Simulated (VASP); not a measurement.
# KCl (Sylvite) (Fm-3m) in VASP: further runs

Runs on KCl (Sylvite). Level: LDA. Tasks: single point.

Program: VASP 6.6.1. These are calculated values, not measurements. Logs are shortened: lines on timing, memory, paths and dates and some standing lists are left out, and cuts for length are marked.

**Experimental background.**

From a printed reference work, monograph, for a bulk crystal of KCl: band gap 8.68 eV.

The runs below are set against these values where they give the same quantity.

### 1 The cell of the first run

The structure is cubic, space group Fm-3m (No. 225). Conventional cell: a = 6.251 Å, b = 6.251 Å, c = 6.251 Å, α = 90.00°, β = 90.00°, γ = 90.00°. K (site symmetry m-3m) has 6 Cl at 3.13 Å within 4.1 Å. Within 4.1 Å of Cl (site symmetry m-3m) lie 6 K at 3.13 Å.

### 2 Single point, LDA

Contents of INCAR:

```
PREC = Accurate
ENCUT = 520
EDIFF = 1E-7
ISMEAR = -1
SIGMA = 0.05
LREAL = False
LASPH = True
NELM = 60
ALGO = Normal
ISIF = 2
LWAVE = False
LCHARG = False
NBANDS = 15
```

Contents of KPOINTS:

```
Automatic mesh
0
Gamma
  6 6 6
```

Contents of POSCAR:

```
KCl
1.0
    0.0000000000      3.1253521154      3.1253521154
    3.1253521154      0.0000000000      3.1253521154
    3.1253521154      3.1253521154      0.0000000000
K Cl
1 1
Direct
    0.0000000000      0.0000000000      0.0000000000
    0.5000000000      0.5000000000      0.5000000000
```

Potentials or basis: VASP PAW LDA potentials, release 64 (K_sv, Cl).

Launch:

```sh
$ cat potpaw_LDA.64/K_sv/POTCAR potpaw_LDA.64/Cl/POTCAR > POTCAR
$ mpirun -np 1 vasp_std > vasp.out
```

OUTCAR:

```text
PREC = Accurate
   ENCUT = 520
   EDIFF = 1E-7
   ISMEAR = -1
   LREAL = False
   LASPH = True
   NELM = 60
   ISIF = 2

 ion  position               nearest neighbor table
   1  0.000  0.000  0.000-   2 3.13   2 3.13   2 3.13   2 3.13   2 3.13   2 3.13
   2  0.500  0.500  0.500-   1 3.13   1 3.13   1 3.13   1 3.13   1 3.13   1 3.13

  LATTYP: Found a face centered cubic cell.
 ALAT       =     6.2507042308

  Lattice vectors:

 A1 = (   0.0000000000,   3.1253521154,   3.1253521154)
 A2 = (   3.1253521154,   0.0000000000,   3.1253521154)
 A3 = (   3.1253521154,   3.1253521154,   0.0000000000)

Analysis of symmetry for initial positions (statically):
=====================================================================
 Subroutine PRICEL returns:
 Original cell was already a primitive cell.

 Routine SETGRP: Setting up the symmetry group for a
 face centered cubic supercell.

 Subroutine GETGRP returns: Found 48 space group operations
 (whereof 48 operations were pure point group operations)
 out of a pool of 48 trial point group operations.

The static configuration has the point symmetry O_h .

Analysis of symmetry for dynamics (positions and initial velocities):
=====================================================================
 Subroutine PRICEL returns:
 Original cell was already a primitive cell.

 Routine SETGRP: Setting up the symmetry group for a
 face centered cubic supercell.

 Subroutine GETGRP returns: Found 48 space group operations
 (whereof 48 operations were pure point group operations)
 out of a pool of 48 trial point group operations.

The dynamic configuration has the point symmetry O_h .

 Subroutine INISYM returns: Found 48 space group operations
 (whereof 48 operations are pure point group operations),
 and found     1 'primitive' translations

----------------------------------------------------------------------------------------

                                     Primitive cell

  volume of cell :      61.0558

  direct lattice vectors                    reciprocal lattice vectors
     0.000000000  3.125352115  3.125352115    -0.159981974  0.159981974  0.159981974
     3.125352115  0.000000000  3.125352115     0.159981974 -0.159981974  0.159981974
     3.125352115  3.125352115  0.000000000     0.159981974  0.159981974 -0.159981974

  length of vectors
     4.419915349  4.419915349  4.419915349     0.277096907  0.277096907  0.277096907

  position of ions in fractional coordinates (direct lattice)
[... 8 lines left out ...]
----------------------------------------------------------------------------------------

 KPOINTS: Automatic mesh

Automatic generation of k-mesh.
 Grid dimensions read from file:
 generate k-points for:    6    6    6

 Generating k-lattice:

  Cartesian coordinates                     Fractional coordinates (reciprocal lattice)
    -0.026663662  0.026663662  0.026663662     0.166666667  0.000000000  0.000000000
     0.026663662 -0.026663662  0.026663662     0.000000000  0.166666667  0.000000000
     0.026663662  0.026663662 -0.026663662     0.000000000  0.000000000  0.166666667

  Length of vectors
     0.046182818  0.046182818  0.046182818

  Shift w.r.t. Gamma in fractional coordinates (k-lattice)
     0.000000000  0.000000000  0.000000000

 Subroutine IBZKPT returns following result:
 ===========================================

 Found     16 irreducible k-points:

 Following reciprocal coordinates:
            Coordinates               Weight
  0.000000  0.000000  0.000000      1.000000
  0.166667  0.000000  0.000000      8.000000
  0.333333  0.000000  0.000000      8.000000
  0.500000  0.000000  0.000000      4.000000
  0.166667  0.166667  0.000000      6.000000
  0.333333  0.166667  0.000000     24.000000
[... 8 lines left out ...]
 -0.333333  0.333333  0.166667     24.000000
 -0.333333  0.500000  0.166667     12.000000
   k-points           NKPTS =     16   k-points in BZ     NKDIM =     16   number of bands    NBANDS=     15
   number of dos      NEDOS =    301   number of ions     NIONS =      2
   total plane-waves  NPLWV =  46656
   dimension x,y,z NGX =    36 NGY =   36 NGZ =   36
   dimension x,y,z NGXF=    72 NGYF=   72 NGZF=   72
   ions per type =               1   1
   NGX,Y,Z   is equivalent  to a cutoff of  13.54, 13.54, 13.54 a.u.
   NGXF,Y,Z  is equivalent  to a cutoff of  27.08, 27.08, 27.08 a.u.
 SYSTEM =  unknown system
   PREC   = accura    normal or accurate (medium, high low for compatibility)
   ISTART =      0    job   : 0-new  1-cont  2-samecut
   ICHARG =      2    charge: 1-file 2-atom 10-const
   ISPIN  =      1    spin polarized calculation?
   LNONCOLLINEAR =      F non collinear calculations
   LSORBIT =      F    spin-orbit coupling
   LASPH  =      T    aspherical Exc in radial PAW
   ENCUT  =  520.0 eV  38.22 Ry    6.18 a.u.   8.22  8.22  8.22*2*pi/ulx,y,z
   NELM   =     60;   NELMIN=  2; NELMDL= -5     # of ELM steps
   EDIFF  = 0.1E-06   stopping-criterion for ELM
   LREAL  =      F    real-space projection
   EDIFFG = 0.1E-05   stopping-criterion for IOM
   NSW    =      0    number of steps for IOM
   IBRION =     -1    ionic relax: 0-MD 1-quasi-New 2-CG
   NFREE  =      0    steps in history (QN), initial steepest desc. (CG)
   ISIF   =      2    stress and relaxation
   ISYM   =      2    0-nonsym 1-usesym 2-fastsym
   POTIM  = 0.5000    time-step for ionic-motion
   TEBEG  =    0.0;   TEEND  =   0.0 temperature during run
   PSTRESS=    0.0 pullay stress
   NELECT =      16.0000    total number of electrons
   NUPDOWN=      -1.0000    fix difference up-down
   EMIN   =  10.00;   EMAX   =-10.00  energy-range for DOS
   EFERMI =   0.00;   METHOD = LEGACY
   ISMEAR =    -1;   SIGMA  =   0.05  broadening in eV -4-tet -1-fermi 0-gaus
   EFERMI_NEDOS =   21; number of points for ismear=-14 and -15
   IALGO  =     38    algorithm
   IMIX   =      4    mixing-type and parameters
     AMIX     =   0.40;   BMIX     =  1.00
     AMIX_MAG =   1.60;   BMIX_MAG =  1.00
  volume/ion in A,a.u.               =      30.53       206.01
  Fermi-wavevector in a.u.,A,eV,Ry     =   1.047625  1.979724 14.932642  1.097518
  Thomas-Fermi vector in A             =   2.182513
   LORBIT       =      0    0 simple, 1 ext, 2 COOP (PROOUT), +10 PAW based schemes
   GGA     = CA    functional components
   LHFCALC =     F    Hartree Fock is set to
   AEXX    =    0.0000 exact exchange contribution
   IVDW    =     0    specifies the selected vdW correction
   LEPSILON=     F    determine dielectric tensor
   LRPA    =     F    only Hartree local field effects (RPA)
 non-spin polarized calculation
  energy-cutoff  :      520.00
  volume of cell :       61.06
 maximum number of plane-waves:      1676
 NGX is ok and might be reduce to    36
   NGX = 17   NGY = 17   NGZ = 17

 number of electron      16.0000001 magnetization

 Free energy of the ion-electron system (eV)
  ---------------------------------------------------
  ext. energy  EPLUGINS =         0.00000000
  ---------------------------------------------------
  free energy    TOTEN  =        -7.38322747 eV

  energy without entropy =       -7.38322747  energy(sigma->0) =       -7.38322747

 E-fermi :  -0.8531     XC(G=0):  -8.1943

 val. band max:       -2.0005904164   @ k =   0.0000   0.0000   0.0000
 cond. band min:       2.8137739330   @ k =   0.0000   0.0000   0.0000
 fundamental gap:      4.8143643494
 Fermi energy:        -0.8531266172

 k-point     1 :       0.0000    0.0000    0.0000
  band No.  band energies     occupation
      1     -28.7854      2.00000
      2     -14.0504      2.00000
      3     -12.4840      2.00000
      4     -12.4840      2.00000
      5     -12.4840      2.00000
      6      -2.0006      2.00000
      7      -2.0006      2.00000
      8      -2.0006      2.00000
      9       2.8138      0.00000
     10       6.0929      0.00000
     11       6.0929      0.00000
     12       6.0929      0.00000
     13       7.0388      0.00000
     14       7.0388      0.00000
     15      10.5395      0.00000

 k-point     2 :       0.1667    0.0000    0.0000
  band No.  band energies     occupation
      1     -28.7821      2.00000
      2     -14.1065      2.00000
      3     -12.4867      2.00000
      4     -12.4867      2.00000
      5     -12.4135      2.00000
      6      -2.3562      2.00000
      7      -2.0969      2.00000
      8      -2.0969      2.00000
      9       3.4822      0.00000
     10       5.8989      0.00000
     11       6.4495      0.00000
     12       6.4495      0.00000
     13       7.4284      0.00000
     14       7.4284      0.00000
     15      11.5562      0.00000

 k-point     3 :       0.3333    0.0000    0.0000
  band No.  band energies     occupation
      1     -28.7755      2.00000
      2     -14.2069      2.00000
      3     -12.4922      2.00000
      4     -12.4922      2.00000
      5     -12.2833      2.00000
      6      -2.9269      2.00000
      7      -2.2781      2.00000
      8      -2.2781      2.00000
      9       4.7251      0.00000
     10       5.9709      0.00000
     11       7.4185      0.00000
     12       7.4185      0.00000
     13       8.4049      0.00000
     14       8.4049      0.00000
     15      10.7077      0.00000
[... 199 lines left out ...]
 k-point    15 :      -0.3333    0.3333    0.1667
  band No.  band energies     occupation
      1     -28.7692      2.00000
      2     -14.1026      2.00000
      3     -12.5755      2.00000
      4     -12.5540      2.00000
      5     -12.3602      2.00000
      6      -2.7872      2.00000
      7      -2.4803      2.00000
      8      -2.3909      2.00000
      9       5.6285      0.00000
     10       5.8844      0.00000
     11       7.5142      0.00000
     12       7.8147      0.00000
     13       9.0473      0.00000
     14       9.6789      0.00000
     15       9.7574      0.00000

 k-point    16 :      -0.3333    0.5000    0.1667
  band No.  band energies     occupation
      1     -28.7683      2.00000
      2     -14.0194      2.00000
      3     -12.6277      2.00000
      4     -12.5759      2.00000
      5     -12.4258      2.00000
      6      -2.6219      2.00000
      7      -2.4678      2.00000
      8      -2.3906      2.00000
      9       4.9056      0.00000
     10       6.6295      0.00000
     11       6.8235      0.00000
     12       7.9906      0.00000
     13       8.8164      0.00000
     14       9.6135      0.00000
     15      10.1433      0.00000

------------------------ aborting loop because EDIFF is reached ----------------------------------------

  FORCE on cell =-STRESS in cart. coord.  units (eV):
  Direction    XX          YY          ZZ          XY          YZ          ZX
  --------------------------------------------------------------------------------------
  -------------------------------------------------------------------------------------
  Total       -0.6161801     -0.6161801     -0.6161801      0.0000000      0.0000000     -0.0000000
  in kB      -16.1693056    -16.1693056    -16.1693056      0.0000000      0.0000000     -0.0000000
  external PRESSURE =     -16.1693056 kB  Pullay stress =       0.0000000 kB

 VOLUME and BASIS-vectors are now :
 -----------------------------------------------------------------------------
  energy-cutoff  :      520.00
  volume of cell :       61.06
      direct lattice vectors                 reciprocal lattice vectors
     0.000000000  3.125352115  3.125352115    -0.159981974  0.159981974  0.159981974
     3.125352115  0.000000000  3.125352115     0.159981974 -0.159981974  0.159981974
     3.125352115  3.125352115  0.000000000     0.159981974  0.159981974 -0.159981974

 POSITION                                       TOTAL-FORCE (eV/Angst)
 -----------------------------------------------------------------------------------
      0.00000      0.00000      0.00000         0.000000      0.000000     -0.000000
      3.12535      3.12535      3.12535         0.000000      0.000000      0.000000
 -----------------------------------------------------------------------------------
    total drift:                                0.000000      0.000000      0.000000

  FREE ENERGIE OF THE ION-ELECTRON SYSTEM (eV)
  ---------------------------------------------------
  free  energy   TOTEN  =        -7.3832274694 eV

  energy  without entropy=       -7.3832274694  energy(sigma->0) =       -7.38322747
```

It took 7.1 s on 1 thread of Intel Xeon 6975P-C (Granite Rapids), shared host; peak memory 0.17 GiB.

What came out:

```yaml
Free_energy: -7.3832 eV
Pressure: -1.6 GPa
Band_gap_on_the_k_mesh: 4.81 eV, direct
```

### 3 Single point, LDA

This run uses another cell than the first one, of 31.15 Å³/atom, 1.020 times its volume.

Contents of INCAR:

```
SYSTEM = KCl
PREC = Accurate ; ENCUT = 520
EDIFF = 1E-7 ; ISMEAR = -1
SIGMA = 0.05 ; LREAL = .False.
LASPH = .True. ; NELM = 80
ALGO = Normal ; ISIF = 2
LWAVE = .False. ; LCHARG = .False.
NBANDS = 15
```

Contents of KPOINTS:

```
regular mesh
0
Gamma
  6 6 6
  0 0 0
```

Contents of POSCAR:

```
KCl
1.0
    0.0000000000      3.1464700000      3.1464700000
    3.1464700000      0.0000000000      3.1464700000
    3.1464700000      3.1464700000      0.0000000000
K Cl
1 1
Direct
    0.0000000000      0.0000000000      0.0000000000
    0.5000000000      0.5000000000      0.5000000000
```

Potentials or basis: VASP PAW LDA potentials, release 64 (K_sv, Cl).

Launch:

```sh
$ cat potpaw_LDA.64/K_sv/POTCAR potpaw_LDA.64/Cl/POTCAR > POTCAR
$ mpirun -np 1 vasp_std > vasp.out
```

OUTCAR:

```text
SYSTEM = KCl
   PREC = Accurate
   ENCUT = 520
   EDIFF = 1E-7
   ISMEAR = -1
   LREAL = .False.
   LASPH = .True.
   NELM = 80
   ISIF = 2

 ion  position               nearest neighbor table
   1  0.000  0.000  0.000-   2 3.15   2 3.15   2 3.15   2 3.15   2 3.15   2 3.15
   2  0.500  0.500  0.500-   1 3.15   1 3.15   1 3.15   1 3.15   1 3.15   1 3.15

  LATTYP: Found a face centered cubic cell.
 ALAT       =     6.2929400000

  Lattice vectors:

 A1 = (   0.0000000000,   3.1464700000,   3.1464700000)
 A2 = (   3.1464700000,   0.0000000000,   3.1464700000)
 A3 = (   3.1464700000,   3.1464700000,   0.0000000000)

Analysis of symmetry for initial positions (statically):
=====================================================================
 Subroutine PRICEL returns:
 Original cell was already a primitive cell.

 Routine SETGRP: Setting up the symmetry group for a
 face centered cubic supercell.

 Subroutine GETGRP returns: Found 48 space group operations
 (whereof 48 operations were pure point group operations)
 out of a pool of 48 trial point group operations.

The static configuration has the point symmetry O_h .

Analysis of symmetry for dynamics (positions and initial velocities):
[... 168 lines left out ...]
     10       6.0020      0.00000
     11       6.0020      0.00000
     12       6.0020      0.00000
     13       6.9351      0.00000
     14       6.9351      0.00000
[... 257 lines left out ...]
      2     -14.0799      2.00000
      3     -12.7453      2.00000
      4     -12.6975      2.00000
      5     -12.5569      2.00000
      6      -2.6921      2.00000
      7      -2.5342      2.00000
      8      -2.4650      2.00000
      9       4.8201      0.00000
     10       6.4862      0.00000
     11       6.6420      0.00000
     12       7.8208      0.00000
     13       8.6657      0.00000
     14       9.4521      0.00000
     15       9.9475      0.00000

------------------------ aborting loop because EDIFF is reached ----------------------------------------

  FORCE on cell =-STRESS in cart. coord.  units (eV):
  Direction    XX          YY          ZZ          XY          YZ          ZX
  --------------------------------------------------------------------------------------
  -------------------------------------------------------------------------------------
  Total       -0.7460098     -0.7460098     -0.7460098      0.0000000      0.0000000     -0.0000000
  in kB      -19.1846694    -19.1846694    -19.1846694      0.0000000      0.0000000     -0.0000000
  external PRESSURE =     -19.1846694 kB  Pullay stress =       0.0000000 kB

 VOLUME and BASIS-vectors are now :
 -----------------------------------------------------------------------------
  energy-cutoff  :      520.00
  volume of cell :       62.30
      direct lattice vectors                 reciprocal lattice vectors
     0.000000000  3.146470000  3.146470000    -0.158908237  0.158908237  0.158908237
     3.146470000  0.000000000  3.146470000     0.158908237 -0.158908237  0.158908237
     3.146470000  3.146470000  0.000000000     0.158908237  0.158908237 -0.158908237

 POSITION                                       TOTAL-FORCE (eV/Angst)
 -----------------------------------------------------------------------------------
      0.00000      0.00000      0.00000        -0.000000     -0.000000     -0.000000
      3.14647      3.14647      3.14647         0.000000      0.000000      0.000000
 -----------------------------------------------------------------------------------
    total drift:                                0.000000      0.000000      0.000000

  FREE ENERGIE OF THE ION-ELECTRON SYSTEM (eV)
  ---------------------------------------------------
  free  energy   TOTEN  =        -7.3697651242 eV

  energy  without entropy=       -7.3697651241  energy(sigma->0) =       -7.36976512
```

OSZICAR:

```text
N       E                     dE             d eps       ncg     rms          rms(c)
DAV:   1     0.107757680660E+03    0.10776E+03   -0.68155E+03   480   0.940E+02
DAV:   2    -0.854492842928E+00   -0.10861E+03   -0.97827E+02   602   0.251E+02
DAV:   3    -0.743183774958E+01   -0.65773E+01   -0.65361E+01   669   0.537E+01
DAV:   4    -0.766492398729E+01   -0.23309E+00   -0.23301E+00   738   0.940E+00
DAV:   5    -0.766681332005E+01   -0.18893E-02   -0.18893E-02   662   0.933E-01    0.343E+00
DAV:   6    -0.739781529655E+01    0.26900E+00   -0.36829E-01   585   0.321E+00    0.275E+00
DAV:   7    -0.737029839302E+01    0.27517E-01   -0.62181E-02   655   0.154E+00    0.161E+00
DAV:   8    -0.736967165440E+01    0.62674E-03   -0.10863E-02   678   0.787E-01    0.239E-01
DAV:   9    -0.736964284566E+01    0.28809E-04   -0.55463E-04   613   0.138E-01    0.812E-02
DAV:  10    -0.736976343029E+01   -0.12058E-03   -0.79060E-05   544   0.645E-02    0.113E-02
DAV:  11    -0.736976471134E+01   -0.12811E-05   -0.35558E-06   740   0.128E-02    0.592E-03
DAV:  12    -0.736976516392E+01   -0.45258E-06   -0.14279E-06   536   0.820E-03    0.335E-03
DAV:  13    -0.736976512417E+01    0.39751E-07   -0.19866E-07   592   0.323E-03
   1 F= -.73697651E+01 E0= -.73697651E+01  d E =-.584584E-10
```

It took 8.1 s on 1 thread of Intel Xeon 6975P-C (Granite Rapids), shared host; peak memory 0.17 GiB.

What came out:

```
Free energy            : -7.3698 eV
Pressure               : -1.9 GPa
Band gap on the k mesh : 4.75 eV, direct
```

(Part 1 of 2 ends here.)
